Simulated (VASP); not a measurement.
# BN (P1) in VASP: further runs

Runs on BN. Level: PBEsol. Tasks: single point.

Program: VASP 6.6.1. These are calculated values, not measurements. Logs are shortened: lines on timing, memory, paths and dates and some standing lists are left out, and cuts for length are marked.

## Step 1: The crystal as given

The typed cell holds 24 atoms: a = 5.001 Å, b = 7.502 Å, c = 6.524 Å, α = 90.00°, β = 90.00°, γ = 120.00°.

## Step 2: Single point, PBEsol

INCAR reads:

```
PREC     = Accurate       # precision mode
ENCUT    = 520            # plane-wave cutoff, eV
EDIFF    = 1E-6           # SCF threshold, eV
ISMEAR   = -1             # smearing method
SIGMA    = 0.02           # smearing width, eV
LREAL    = Auto         
LASPH    = True           # aspherical terms in the spheres
NELM     = 100            # most SCF steps
ALGO     = Fast           # electronic algorithm
ISIF     = 2              # what is computed and relaxed
LWAVE    = False          # write WAVECAR
LCHARG   = False          # write CHGCAR
GGA      = PS             # functional
NBANDS   = 66             # bands
```

KPOINTS reads:

```
regular mesh
0
Gamma
  4 2 2
```

POSCAR reads:

```
BN
1.0
    5.0011652085      0.0000000000      0.0000000000
   -3.7508739063      6.4967041786      0.0000000000
    0.0000000000      0.0000000000      6.5236361402
B N
12 12
Direct
    0.1563842060      0.2195640991      0.2647906724
    0.3491527061      0.1138117082      0.7502608813
    0.1608572851      0.5533110176      0.2678103074
    0.3397499588      0.4487390714      0.7350212208
    0.1556684134      0.8869424929      0.2558942535
    0.3510597772      0.7822395572      0.7420393928
    0.6581760684      0.2187064334      0.2574662296
    0.8573663366      0.1179345679      0.7482794710
    0.6606113243      0.5557825785      0.2590124531
    0.8404542983      0.4447504335      0.7407273944
    0.6573329359      0.8878303277      0.2385238794
    0.8478302413      0.7777246525      0.7430094039
    0.1904123028      0.2291331049      0.7447755969
    0.3197894267      0.1056227867      0.2584000646
    0.1764683163      0.5585632192      0.7382963882
    0.3291542420      0.4453134883      0.2723199090
    0.1846096724      0.8931850428      0.7527076763
    0.3253302354      0.7807994424      0.2460995625
    0.6817869718      0.2243848511      0.7415077874
    0.8279424802      0.1107456920      0.2456839967
    0.6740723168      0.5556694442      0.7394690471
    0.8284652341      0.4433429506      0.2653529355
    0.6909050440      0.8947059679      0.7405204546
    0.8156761443      0.7745547376      0.2387156436
```

Potentials or basis: VASP PAW PBE potentials, release 64 (B, N).

The run is started by

```sh
$ cat potpaw_PBE.64/B/POTCAR potpaw_PBE.64/N/POTCAR > POTCAR
$ mpirun -np 1 vasp_std > vasp.out
```

OUTCAR:

```text
PREC = Accurate
   ENCUT = 520
   EDIFF = 1E-6
   ISMEAR = -1
   LREAL = Auto
   LASPH = True
   NELM = 100
   ISIF = 2
   GGA = PS

 ion  position               nearest neighbor table
   1  0.156  0.220  0.265-  20 1.43  14 1.45  16 1.47
   2  0.349  0.114  0.750-  17 1.43  13 1.44  19 1.44
   3  0.161  0.553  0.268-  16 1.43  22 1.44  18 1.49
   4  0.340  0.449  0.735-  15 1.42  13 1.43  21 1.45
   5  0.156  0.887  0.256-  14 1.42  18 1.43  24 1.48
   6  0.351  0.782  0.742-  17 1.44  15 1.45  23 1.47
[... 16 lines left out ...]
  23  0.691  0.895  0.741-  12 1.44   8 1.45   6 1.47
  24  0.816  0.775  0.239-  11 1.42   9 1.43   5 1.48

  LATTYP: Found a simple monoclinic cell.
 ALAT       =     5.0011652085
 B/A-ratio  =     1.3044232430
 C/A-ratio  =     1.3228756555
 COS(beta)  =    -0.1889822365

  Lattice vectors:

 A1 = (   5.0011652085,   0.0000000000,   0.0000000000)
 A2 = (   0.0000000000,   0.0000000000,   6.5236361402)
 A3 = (  -1.2502913022,  -6.4967041786,   0.0000000000)

Analysis of symmetry for initial positions (statically):
=====================================================================
 Subroutine PRICEL returns:
 Original cell was already a primitive cell.

 Routine SETGRP: Setting up the symmetry group for a
 simple monoclinic supercell.

 Subroutine GETGRP returns: Found  1 space group operations
 (whereof  1 operations were pure point group operations)
 out of a pool of  4 trial point group operations.

The static configuration has the point symmetry C_1 .

Analysis of symmetry for dynamics (positions and initial velocities):
=====================================================================
 Subroutine PRICEL returns:
 Original cell was already a primitive cell.

 Routine SETGRP: Setting up the symmetry group for a
 simple monoclinic supercell.

 Subroutine GETGRP returns: Found  1 space group operations
 (whereof  1 operations were pure point group operations)
 out of a pool of  4 trial point group operations.

The dynamic configuration has the point symmetry C_1 .

 Subroutine INISYM returns: Found  1 space group operations
 (whereof  1 operations are pure point group operations),
 and found     1 'primitive' translations

----------------------------------------------------------------------------------------

                                     Primitive cell

  volume of cell :     211.9601

  direct lattice vectors                    reciprocal lattice vectors
     5.001165208  0.000000000  0.000000000     0.199953403  0.115443151  0.000000000
    -3.750873906  6.496704179  0.000000000     0.000000000  0.153924201  0.000000000
     0.000000000  0.000000000  6.523636140     0.000000000  0.000000000  0.153288745

  length of vectors
     5.001165208  7.501747813  6.523636140     0.230886302  0.153924201  0.153288745

  position of ions in fractional coordinates (direct lattice)
     0.156384206  0.219564099  0.264790672
     0.349152706  0.113811708  0.750260881
     0.160857285  0.553311018  0.267810307
     0.339749959  0.448739071  0.735021221
     0.155668413  0.886942493  0.255894254
     0.351059777  0.782239557  0.742039393
[... 16 lines left out ...]
     0.690905044  0.894705968  0.740520455
     0.815676144  0.774554738  0.238715644

  ion indices of the primitive-cell ions
   primitive index   ion index
                 1           1
                 2           2
                 3           3
                 4           4
                 5           5
                 6           6
[... 16 lines left out ...]
                23          23
                24          24

----------------------------------------------------------------------------------------

 KPOINTS: regular mesh

Automatic generation of k-mesh.
 Grid dimensions read from file:
 generate k-points for:    4    2    2

 Generating k-lattice:

  Cartesian coordinates                     Fractional coordinates (reciprocal lattice)
     0.049988351  0.028860788  0.000000000     0.250000000  0.000000000  0.000000000
     0.000000000  0.076962101  0.000000000     0.000000000  0.500000000  0.000000000
     0.000000000  0.000000000  0.076644373     0.000000000  0.000000000  0.500000000

  Length of vectors
     0.057721575  0.076962101  0.076644373

  Shift w.r.t. Gamma in fractional coordinates (k-lattice)
     0.000000000  0.000000000  0.000000000

 Subroutine IBZKPT returns following result:
 ===========================================

 Found     12 irreducible k-points:

 Following reciprocal coordinates:
            Coordinates               Weight
  0.000000  0.000000  0.000000      1.000000
  0.250000  0.000000  0.000000      2.000000
  0.500000  0.000000  0.000000      1.000000
  0.000000  0.500000  0.000000      1.000000
  0.250000  0.500000  0.000000      2.000000
  0.500000  0.500000  0.000000      1.000000
  0.000000  0.000000  0.500000      1.000000
  0.250000  0.000000  0.500000      2.000000
  0.500000  0.000000  0.500000      1.000000
  0.000000  0.500000  0.500000      1.000000
  0.250000  0.500000  0.500000      2.000000
  0.500000  0.500000  0.500000      1.000000
   k-points           NKPTS =     12   k-points in BZ     NKDIM =     12   number of bands    NBANDS=     66
   number of dos      NEDOS =    301   number of ions     NIONS =     24
   total plane-waves  NPLWV = 112000
   dimension x,y,z NGX =    40 NGY =   56 NGZ =   50
   dimension x,y,z NGXF=    80 NGYF=  112 NGZF=  100
   ions per type =              12  12
   NGX,Y,Z   is equivalent  to a cutoff of  13.30, 12.41, 12.74 a.u.
   NGXF,Y,Z  is equivalent  to a cutoff of  26.59, 24.82, 25.48 a.u.
 SYSTEM =  unknown system
   PREC   = accura    normal or accurate (medium, high low for compatibility)
   ISTART =      0    job   : 0-new  1-cont  2-samecut
   ICHARG =      2    charge: 1-file 2-atom 10-const
   ISPIN  =      1    spin polarized calculation?
   LNONCOLLINEAR =      F non collinear calculations
   LSORBIT =      F    spin-orbit coupling
   LASPH  =      T    aspherical Exc in radial PAW
   ENCUT  =  520.0 eV  38.22 Ry    6.18 a.u.   9.30 13.95 12.13*2*pi/ulx,y,z
   NELM   =    100;   NELMIN=  2; NELMDL= -5     # of ELM steps
   EDIFF  = 0.1E-05   stopping-criterion for ELM
   LREAL  =      T    real-space projection
   EDIFFG = 0.1E-04   stopping-criterion for IOM
   NSW    =      0    number of steps for IOM
[... 5 lines left out ...]
   TEBEG  =    0.0;   TEEND  =   0.0 temperature during run
   PSTRESS=    0.0 pullay stress
   NELECT =      96.0000    total number of electrons
   NUPDOWN=      -1.0000    fix difference up-down
   EMIN   =  10.00;   EMAX   =-10.00  energy-range for DOS
   EFERMI =   0.00;   METHOD = LEGACY
   ISMEAR =    -1;   SIGMA  =   0.02  broadening in eV -4-tet -1-fermi 0-gaus
   EFERMI_NEDOS =   21; number of points for ismear=-14 and -15
   IALGO  =     68    algorithm
   IMIX   =      4    mixing-type and parameters
     AMIX     =   0.40;   BMIX     =  1.00
     AMIX_MAG =   1.60;   BMIX_MAG =  1.00
  volume/ion in A,a.u.               =       8.83        59.60
  Fermi-wavevector in a.u.,A,eV,Ry     =   1.257228  2.375816 21.505657  1.580621
  Thomas-Fermi vector in A             =   2.390897
   LORBIT       =      0    0 simple, 1 ext, 2 COOP (PROOUT), +10 PAW based schemes
   GGA     = PS    functional components
   LHFCALC =     F    Hartree Fock is set to
   AEXX    =    0.0000 exact exchange contribution
   IVDW    =     0    specifies the selected vdW correction
   LEPSILON=     F    determine dielectric tensor
   LRPA    =     F    only Hartree local field effects (RPA)
 non-spin polarized calculation
 RMM-DIIS sequential band-by-band and
  energy-cutoff  :      520.00
  volume of cell :      211.96
 maximum number of plane-waves:      5726
 NGX is ok and might be reduce to    40
   NGX = 19   NGY = 27   NGZ = 25

 number of electron      96.0000003 magnetization

 Free energy of the ion-electron system (eV)
  ---------------------------------------------------
  ext. energy  EPLUGINS =         0.00000000
  ---------------------------------------------------
  free energy    TOTEN  =      -218.98274302 eV

  energy without entropy =     -218.98274302  energy(sigma->0) =     -218.98274302

 E-fermi :   2.8946     XC(G=0): -10.4304

 val. band max:        2.4048475761   @ k =   0.5000   0.0000   0.0000
 cond. band min:       6.3112018186   @ k =   0.0000   0.0000   0.0000
 fundamental gap:      3.9063542425
 Fermi energy:         2.8946415583

 k-point     1 :       0.0000    0.0000    0.0000
  band No.  band energies     occupation
      1     -15.4516      2.00000
      2     -15.0936      2.00000
      3     -13.4636      2.00000
      4     -13.4173      2.00000
      5     -13.2001      2.00000
      6     -13.1550      2.00000
[... 52 lines left out ...]
     59      10.1091      0.00000
     60      10.5363      0.00000

 k-point     2 :       0.2500    0.0000    0.0000
  band No.  band energies     occupation
      1     -15.1442      2.00000
      2     -14.7989      2.00000
      3     -13.8622      2.00000
      4     -13.5781      2.00000
      5     -13.2074      2.00000
      6     -13.0233      2.00000
[... 52 lines left out ...]
     59      10.4280      0.00000
     60      10.7134      0.00000

 k-point     3 :       0.5000    0.0000    0.0000
  band No.  band energies     occupation
      1     -14.2813      2.00000
      2     -14.2530      2.00000
      3     -13.9645      2.00000
      4     -13.9597      2.00000
      5     -13.8005      2.00000
      6     -13.7264      2.00000
[... 503 lines left out ...]
      6     -13.3514      2.00000
[... 52 lines left out ...]
     59      10.6536      0.00000
     60      10.7922      0.00000

 k-point    12 :       0.5000    0.5000    0.5000
  band No.  band energies     occupation
      1     -14.4259      2.00000
      2     -14.3879      2.00000
      3     -14.3442      2.00000
      4     -14.2940      2.00000
      5     -13.0281      2.00000
      6     -13.0155      2.00000
[... 52 lines left out ...]
     59      10.7381      0.00000
     60      10.8087      0.00000
 [bands above 60 left out]

------------------------ aborting loop because EDIFF is reached ----------------------------------------

  FORCE on cell =-STRESS in cart. coord.  units (eV):
  Direction    XX          YY          ZZ          XY          YZ          ZX
  --------------------------------------------------------------------------------------
  -------------------------------------------------------------------------------------
  Total        2.8620904      2.3977822      1.6810415     -1.3393707     -0.0448102     -0.2461808
  in kB       21.6341532     18.1245106     12.7067648    -10.1241217     -0.3387145     -1.8608472
  external PRESSURE =      17.4884762 kB  Pullay stress =       0.0000000 kB

 VOLUME and BASIS-vectors are now :
 -----------------------------------------------------------------------------
  energy-cutoff  :      520.00
  volume of cell :      211.96
      direct lattice vectors                 reciprocal lattice vectors
     5.001165208  0.000000000  0.000000000     0.199953403  0.115443151  0.000000000
    -3.750873906  6.496704179  0.000000000     0.000000000  0.153924201  0.000000000
     0.000000000  0.000000000  6.523636140     0.000000000  0.000000000  0.153288745

 POSITION                                       TOTAL-FORCE (eV/Angst)
 -----------------------------------------------------------------------------------
     -0.04145      1.42644      1.72740         0.551936      0.621560     -0.394105
      1.31928      0.73940      4.89443         0.269669      0.256752     -0.291476
     -1.27093      3.59470      1.74710        -0.368501      1.074205     -0.732279
      0.01598      2.91533      4.79501         1.290896      0.023010      0.420515
     -2.54829      5.76220      1.66936        -0.752810     -0.497888     -0.901278
     -1.17837      5.08198      4.84080         0.325653      0.202134      0.167503
[... 16 lines left out ...]
      0.09940      5.81264      4.83089        -0.976007     -0.485133      0.213052
      1.17407      5.03205      1.55729         1.662961      0.504965      0.521486
 -----------------------------------------------------------------------------------
    total drift:                               -0.002565      0.002815     -0.002030

  FREE ENERGIE OF THE ION-ELECTRON SYSTEM (eV)
  ---------------------------------------------------
  free  energy   TOTEN  =      -218.9827430199 eV

  energy  without entropy=     -218.9827430199  energy(sigma->0) =     -218.98274302
```

It took 5.1 min on 1 thread of Intel Xeon Platinum 8259CL at 2.50GHz (Skylake/Cascade Lake), shared host; peak memory 0.37 GiB.

Results:

```yaml
Free_energy: -218.9827 eV
Pressure: 1.7 GPa
Largest_force: 1.814 eV/Å
Band_gap_on_the_k_mesh: 3.91 eV
```

Forces in eV/Å, atoms in the order of the input:
```
B    0.552  0.622 -0.394
B    0.270  0.257 -0.291
B   -0.369  1.074 -0.732
B    1.291  0.023  0.421
B   -0.753 -0.498 -0.901
B    0.326  0.202  0.168
B   -0.464  0.385  0.116
B   -0.325 -0.523 -0.436
B    0.135 -0.524 -0.001
B    0.201  0.489 -0.063
B   -0.486  0.264  0.382
B    0.186  0.513  0.182
N   -1.038 -0.652  0.105
N    0.385  1.315  0.182
N   -0.372  0.403 -0.057
N   -0.044 -1.002 -0.117
N   -0.180 -0.673 -0.224
N    0.373 -1.564  0.488
N    0.384 -0.132  0.371
N   -0.448 -0.271  0.166
N    0.165  0.574 -0.081
N   -0.475 -0.301 -0.017
N   -0.976 -0.485  0.213
N    1.663  0.505  0.521
```

Caveat: the k mesh is coarse (spacing up to 0.48 Å⁻¹), so the values aren't converged; the PAW data sets were made with another functional, which shifts forces and pressure a little. A k mesh can miss the band edges.

(Part 1 of 2 ends here.)
